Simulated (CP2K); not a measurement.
The system is HfN.

```
Hf N
1.0
     3.19047    0.00000    0.00000
     1.59523    2.76302    0.00000
     1.59523    0.92101    2.60500
Hf N
1 1
Direct
  0.00000 0.00000 0.00000
  0.50000 0.50000 0.50000
```

Base run:

```yaml
Program: CP2K 2026.2
Functional: r2SCAN
Potentials_or_basis: GTH_POTENTIALS Hf GTH-PBE-q12, N GTH-PBE-q5; DZVP-MOLOPT-SR-GTH basis
Density_cutoff: 9184 eV
k_mesh: 10 × 10 × 10
Occupations: fermi-dirac, width 0.05 eV
Spin: no spin polarisation
```

Its results: band gap on the k mesh none (metal or under the smearing width); pressure -0.6 GPa.

Problem. The run is repeated on the same cell with these changes: functional from r2SCAN to PBE; density cutoff from 9184 eV to 6123 eV; cutoff of the grids from 675 Ry to 450 Ry. What comes out?

Solution. Band gap on the k mesh none (metal or under the smearing width); pressure 0.7 GPa.

Caveats: the basis of atomic orbitals isn't converged, which shifts pressures, moduli and gaps; the potentials were made for another functional, which shifts forces and pressure (some runs).

Not every run made on this cell is shown here.
